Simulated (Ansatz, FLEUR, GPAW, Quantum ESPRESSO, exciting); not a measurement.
# LiCl: programs and potentials compared

```
CELL_PARAMETERS angstrom
0.00000 2.56477 2.56477
2.56477 0.00000 2.56477
2.56477 2.56477 0.00000
ATOMIC_POSITIONS crystal
Cl 0.50000 0.50000 0.50000
Li 0.00000 0.00000 0.00000
```

Alike in all runs: task band structure; functional LDA; k mesh 9 × 9 × 9; occupations fermi-dirac, width 0.05 eV; no spin polarisation; no spin-orbit coupling. LDA stands for any of its common fits. Pressure is positive in compression and, in plane waves, holds the error of the finite cutoff. Gaps are the smaller of the mesh's and the band path's.

| program and potentials | plane-wave cutoff (eV) | notes | band gap (eV) | pressure (GPa) |
| --- | --- | --- | --- | --- |
| GPAW, the program's PAW data sets (release 1.2.1) made for this functional | 800 | 4 valence electrons an atom on average | 5.98 | -2.84 |
| exciting, all-electron LAPW+lo, shipped species files, valence relativity zora | - | - | 5.99 | - |
| Quantum ESPRESSO, PseudoDojo 0.4.1 SR LDA standard | 1007 | 5 valence electrons an atom on average | 5.98 | -3.25 |
| Ansatz, all-electron LAPW, scalar-relativistic | - | - | 5.98 | -3.22 |
| FLEUR, all-electron, FLAPW | - | - | 5.99 | - |

The band gap spans 5.98 (GPAW, the program's PAW data sets (release 1.2.1) made for this functional) to 5.99 eV (exciting, all-electron LAPW+lo, shipped species files, valence relativity zora), with all-electron results at 5.98 to 5.99. The pressure spans -3.25 (Quantum ESPRESSO, PseudoDojo 0.4.1 SR LDA standard) to -2.84 GPa (GPAW, the program's PAW data sets (release 1.2.1) made for this functional), with all-electron results at -3.22.

Differences between rows come from potentials, basis sets and numerical settings, since the functional is the same but for its coding. Runs on potential files found faulty are left out.
